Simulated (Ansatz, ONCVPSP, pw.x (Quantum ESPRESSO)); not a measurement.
## Be: does the ONCV potential hold in the solid?

| Property | Result |
| --- | --- |
| Element | Be (Z = 4) |
| Generator | ONCVPSP 4.0.1.1 (patched build) |
| Type | optimised norm-conserving Vanderbilt (ONCV) |
| Functional | PBE |
| Relativity | scalar-relativistic |
| Frozen core | none |
| Valence charge | 4 |
| Reference configuration | 1s2 2s1.75 2p0.25 |
| Partial waves | 1s+2s: rc 0.90 bohr, ncon 3, nbas 6, qcut 11.4 1/bohr, 2 projectors; 2p: rc 4.00 bohr, ncon 4, nbas 8, qcut 2.9 1/bohr, 2 projectors, debl 2.7 Ha; d scattering state at 0.25 Ha: rc 3.75 bohr, ncon 4, nbas 9, qcut 2.2 1/bohr, 2 projectors, debl 2 Ha |
| Local potential | polynomial inside 0.65 bohr (lpopt 5, dvloc0 0 Ha) |
| Core correction | none |

Atomic tests: cutoffs needed: 55 Ha and 65 Ha (the cutoffs (Ha) at which the residual kinetic energy of the hardest occupied pseudo-wave falls to 1 and 0.1 mHa per electron); ghost test: no bound ghost flagged; no localised positive-energy state flagged; largest excitation error: +72 meV (all-electron minus pseudo) for 1s2 2s0 2p0, out of 4 test configurations.

Crystal test: fcc Be in pw.x 7.5, no spin, 18³ k-points, Fermi–Dirac smearing 0.01 Ry, cutoffs 150/600 Ry. The lattice is a test structure that the element need not adopt, and mesh and smearing are coarse.

pw.x input:

```
&control
  calculation='scf', prefix='x', pseudo_dir='./', outdir='./tmp', tstress=.true., disk_io='low'
/
&system
  ibrav=0, nat=1, ntyp=1, ecutwfc=150, ecutrho=600, nbnd=9,
  occupations='smearing', smearing='fd', degauss=0.01
/
&electrons
  conv_thr=1e-09, mixing_beta=0.4, electron_maxstep=70
/
ATOMIC_SPECIES
Be 1.0 Be.UPF
CELL_PARAMETERS angstrom
  0.00000000 1.58169236 1.58169236
  1.58169236 0.00000000 1.58169236
  1.58169236 1.58169236 0.00000000
ATOMIC_POSITIONS crystal
Be 0.0000 0.0000 0.0000
K_POINTS automatic
18 18 18 0 0 0
```

```bash
pw.x < Be.scf.in > Be.scf.out
```

How does the run end?

It converges; the pressure is -58.45 GPa against -0.36 GPa from all-electron LAPW. The largest radius (4.00 bohr) exceeds half the bond length (2.11 bohr), so the spheres overlap, which is one possible source of error among others. This is a poor potential for the solid. The pseudo pressure rises with volume over the whole range, a mechanical instability. The log shows:

```
     lattice parameter (alat)  =       4.2270  a.u.
     unit-cell volume          =      53.4063 (a.u.)^3
     number of electrons       =         4.00
     number of Kohn-Sham states=            9
     kinetic-energy cutoff     =     150.0000  Ry
     charge density cutoff     =     600.0000  Ry
     scf convergence threshold =      1.0E-09
     Exchange-correlation= PBE
     number of k points=   195  Fermi-Dirac smearing, width (Ry)=  0.0100
     iteration #  1     ecut=   150.00 Ry     beta= 0.40
     total energy              =     -28.49823543 Ry
     estimated scf accuracy    <       0.00236995 Ry
     iteration #  2     ecut=   150.00 Ry     beta= 0.40
     total energy              =     -28.49818737 Ry
     estimated scf accuracy    <       0.00081566 Ry
     iteration #  3     ecut=   150.00 Ry     beta= 0.40
     total energy              =     -28.49820855 Ry
     estimated scf accuracy    <       0.00000360 Ry
     iteration #  4     ecut=   150.00 Ry     beta= 0.40
     total energy              =     -28.49820906 Ry
     estimated scf accuracy    <       0.00000038 Ry
     iteration #  5     ecut=   150.00 Ry     beta= 0.40
     total energy              =     -28.49820911 Ry
     estimated scf accuracy    <       0.00000004 Ry
     iteration #  6     ecut=   150.00 Ry     beta= 0.40
     total energy              =     -28.49820911 Ry
     estimated scf accuracy    <          1.2E-09 Ry
     iteration #  7     ecut=   150.00 Ry     beta= 0.40
     the Fermi energy is     7.4723 ev
!    total energy              =     -28.49820911 Ry
     estimated scf accuracy    <          8.6E-12 Ry
     smearing contrib. (-TS)   =      -0.00038136 Ry
     The total energy is F=E-TS. E is the sum of the following terms:
     one-electron contribution =     -15.97088595 Ry
     hartree contribution      =       5.07742226 Ry
     xc contribution           =      -5.33292829 Ry
     ewald contribution        =     -12.27143577 Ry
     convergence has been achieved in   7 iterations
          total   stress  (Ry/bohr**3)                   (kbar)     P=     -584.47
```
